For the cell size of lead selenide, PBEsol is the safest first choice among these six functionals, and moving to a higher rung of theory matters less than choosing the right kind of gradient correction. At one and the same cell, LDA pulls the crystal inward, PBE pushes it outward about as strongly, and RPBE and BLYP push harder still. PBEsol and SCAN lie in between. SCAN is the most elaborate functional of the set, yet it comes third from the bottom in pressure, between PBEsol and PBE.

GPAW 26.7.0, plane-wave PAW density-functional calculations without spin polarisation, spin-orbit coupling or dispersion correction, for cubic PbSe (Fm-3m, 2-atom cell, conventional edge 6.121 Å) at fixed geometry. All rows use an 8 × 8 × 8 k-point mesh, a 600 eV cutoff and Fermi-Dirac smearing of 0.05 eV; pressure is positive in compression.

```
functional                                           potentials  pressure (GPa)
       LDA                 GPAW-PAW-data-sets-(gpaw-data-1.2.1)          -2.320
       PBE                 GPAW-PAW-data-sets-(gpaw-data-1.2.1)           2.210
    PBEsol  PAW-data-sets-made-by gpaw-setup-for-the-functional          -0.720
      RPBE                 GPAW-PAW-data-sets-(gpaw-data-1.2.1)           4.010
      BLYP  PAW-data-sets-made-by gpaw-setup-for-the-functional           5.710
      SCAN                 GPAW-PAW-data-sets-(gpaw-data-1.2.1)           0.850
```

The pressure is a verdict on the cell. All rows use the same cubic crystal with an edge of 6.12 Å, and a positive pressure means that the functional would like a larger one. The forces on the atoms vanish by symmetry in this structure, so they give no warning that the volume is wrong. The steps are large: 4.53 GPa from LDA to PBE, and 8.03 GPa from the lowest row to the highest.

To judge such numbers, one has to turn them into lengths. If the crystal is let go, its volume changes until the pressure has gone, and for small changes the relative change of volume is the pressure divided by the bulk modulus, the stiffness against uniform squeezing. The edge changes by a third of that:

Δa / a ≈ P / (3B)

Here a is the edge, Δa its change, P the pressure and B the bulk modulus, for which a rough recalled value is 50 GPa. For PBE this gives 2.21 / (3 × 50) ≈ 0.015, so PBE wants an edge about 1.5 % longer, or some 0.09 Å.

The same conversion says that one per cent of the edge is worth about 1.5 GPa. The step from LDA to PBE is then about three per cent, which is far too much for judging whether a thin film will fit its substrate, where a fraction of a per cent counts. The printed analysis applies this formula, with no fitted constant, to all six rows. No relaxed cell is at hand to test it, and it is weakest for BLYP: a crystal softens as it expands, so the true change there is probably larger than the estimated 3.8 %.

Why do the functionals differ in this way? LDA treats each point of the crystal as if it belonged to a uniform electron gas. This describes the smoother density of a solid better than the steep density of separate atoms, so the solid comes out too strongly bound and too small. A gradient correction lowers the exchange energy where the density changes quickly over the typical distance between electrons. When the crystal expands, the density between the ions thins out and varies more steeply in this relative sense, so the correction gains energy with expansion and acts as an outward push.

The size of that push depends on how strongly exchange responds to the gradient. PBEsol has a weaker response than PBE, chosen to suit slowly varying densities such as those in solids, and its pressure is 2.93 GPa lower. RPBE has a stronger response at moderate gradients, though the same upper limit, and its pressure is 1.80 GPa higher than that of PBE. This last step is the cleanest evidence in the table, because PBE and RPBE share the same correlation and differ only in exchange, whereas PBEsol alters the correlation too and was run with atomic data of another origin.

BLYP changes more than one thing. Its exchange also responds strongly to gradients, but its correlation was built from the helium atom and doesn't reproduce the uniform electron gas, which is a poor start for a solid. The table can't say how much of its 5.71 GPa comes from each part. In molecules the same functionals would be judged quite differently: there the overbinding of LDA is severe, and the strong gradient dependence of RPBE and BLYP often improves bond energies. A good record in molecular chemistry is therefore no recommendation for the lattice of a heavy-element solid.

The total energies of the same calculations tell a consistent story. From LDA through PBEsol, PBE and RPBE to BLYP, the energy per cell rises from −9.7 to −7.2 eV, so weaker binding goes with higher pressure. These energies are counted from model atoms, and part of the differences belongs to the atoms and not to the crystal. SCAN has to be left out of this comparison, because its energy contains a large offset from atomic data that were not made for SCAN.

SCAN also uses the kinetic-energy density of the electrons, which lets it tell a covalent bond from a metallic region or from the weak overlap of closed shells. It can thus adapt its correction to the place, where PBE has to use one compromise everywhere. That is a sound reason to expect better lattices than from PBE, and the pressure of 0.85 GPa against 2.21 GPa fits it. The atomic data used with SCAN blur the comparison, however, and their effect on the pressure is untested.

It is tempting to rank the functionals by how close their pressures come to zero, but zero is the wrong target. The edge used here matches that of the crystal at room temperature, whereas the calculation holds the nuclei still and contains no thermal expansion. With a rough recalled expansion coefficient of 2 × 10⁻⁵ per kelvin, warming by 300 K lengthens the edge by about 0.6 %. A perfect static functional should therefore pull inward at this cell, with a pressure of roughly −0.9 GPa.

This shift changes the verdict on two functionals that looked equally wrong. LDA is now about one per cent too short in the edge, while PBE is about two per cent too long. PBEsol stays within one per cent whether or not the shift is applied, and it is the only functional of the six that does. SCAN passes that test before the shift and narrowly fails it afterwards, by a margin too small to count with such rough constants.

The lead of PBEsol over SCAN shouldn't be pressed further. The two differ by 1.57 GPa, about one per cent of the edge, and several neglected effects could eat into that. No correction was added for dispersion, the weak attraction between fluctuating charges. It would generally lower the pressures, which would help SCAN and could take PBEsol past the target. SCAN already contains part of this attraction at medium range, so its correction is expected to be the smaller one. Spin-orbit coupling is missing too, and its effect on the pressure is untested. The atomic data also differ in origin between the two rows, and the convergence of the pressure with the plane-wave cutoff was not tested, so tenths of a GPa have no meaning here.

A good cell does not bring a good band gap with it. Lead selenide serves in infrared detectors, where the gap sets the longest wavelength that can be seen. At this one cell the calculated gaps run from 0.14 eV with LDA to 0.49 eV with SCAN, so the predicted cut-off wavelengths differ by more than a factor of three. The other five gaps rise in the order of the pressures, but SCAN has the largest gap although three functionals push harder. A functional's pressure is therefore no safe guide to its gap.

Spin-orbit coupling is missing from all these gaps, and in lead compounds it is a leading effect, not a refinement. It mixes the lead p state at the bottom of the conduction band with the p states above it and so pushes it down. That can close a gap as small as these, or even reopen it with the two band edges exchanged. A value from this series that happened to agree with a measured gap would owe that to cancelling errors. For a detector, spin-orbit coupling has to be switched on first. Functionals of the kinds used here are then expected to make the gap too small or to put its edges in the wrong order, so a hybrid functional or a many-body (GW) calculation will probably be needed for the bands.

Cost gives little reason to depart from this advice. LDA and the gradient-corrected functionals need nearly the same work, since the gradient is cheap to obtain once the density is known. SCAN costs somewhat more, because it needs the kinetic-energy density and often converges less smoothly, but its effort grows with the number of atoms in the same way. Choosing PBEsol in place of PBE is therefore an improvement in the cell at practically no extra price.

For work on this material, then, relax the cell with PBEsol and repeat the relaxation with SCAN, using atomic data made for each functional where they can be had. If the two edges agree within the tolerance of the purpose, the choice between them no longer matters. If they do not, their difference is a first measure of the uncertainty. Thermal expansion is missing from both edges and has to be added before either is compared with a crystal at room temperature. For calculating the bands, the measured edge is the better basis, because it carries no error of the functional.

Numerical output:

```
Rough edge change wanted by each functional:
     row  pressure GPa  edge change %  edge change A  edge error after thermal shift %
     LDA         -2.32         -1.547       -0.09468                           -0.9467
     PBE          2.21          1.473        0.09019                             2.073
  PBEsol         -0.72          -0.48       -0.02938                              0.12
    RPBE          4.01          2.673         0.1636                             3.273
    BLYP          5.71          3.807          0.233                             4.407
    SCAN          0.85         0.5667        0.03469                             1.167
Other outputs at the same cell:
     row  gap eV  free energy eV per cell
     LDA  0.1415                     -9.7
     PBE  0.2418                     -8.4
  PBEsol  0.1555                   -9.136
    RPBE  0.3236                   -7.681
    BLYP  0.3747                   -7.239
    SCAN  0.4881                   -64.27
Pressure that stands for one per cent of the edge (GPa): 1.5
Rough pressure expected of a perfect static functional at this cell (GPa): -0.9
Span of pressure over all functionals (GPa): 8.03
Step LDA to PBE (GPa): 4.53
Step LDA to PBEsol (GPa): 1.6
Step PBEsol to PBE (GPa): 2.93
Step PBE to RPBE (GPa): 1.8
Step PBE to BLYP (GPa): 3.5
Step PBEsol to SCAN (GPa): 1.57
Step SCAN to PBE (GPa): 1.36
Number of functionals within one per cent of the edge before thermal shift: 2
Spread of the gaps (eV): 0.3466
```
